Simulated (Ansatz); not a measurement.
Space group F-43m (No. 216). a = 4.809 Å, b = 4.809 Å, c = 4.809 Å, α = 90.00°, β = 90.00°, γ = 90.00°
```tsv
atom	site	symmetry	x	y	z
B	4a	-43m	0.0000	0.0000	0.0000
As	4d	-43m	0.2500	0.2500	0.7500
```

Equation of state of this BAs structure (not necessarily the ground state), with shape and atoms relaxed at each volume where symmetry leaves them free. Level of theory: DFT PBE, scalar-relativistic, plane waves, PAW in Ansatz.

Plane waves to 420 eV, a k mesh through Γ of 10×10×10 on the computed 2-atom cell and Gaussian smearing (0.02 eV); no spin polarisation.

```
V (Å³/atom) E − E(largest V) (meV/atom) P (GPa) gap on mesh (eV)
     13.066                         4.63     9.28              1.14
     13.483                       -12.88     4.31              1.17
     13.900                       -18.40     0.04              1.20
     14.317                       -13.61    -3.62              1.23
     14.734                         0.00    -6.75              1.26
```

Problem. Fit a third-order Birch–Murnaghan equation to E(V).

Solution. V0 = 13.90 Å³/atom, B0 = 131 GPa, B0' = 4.1.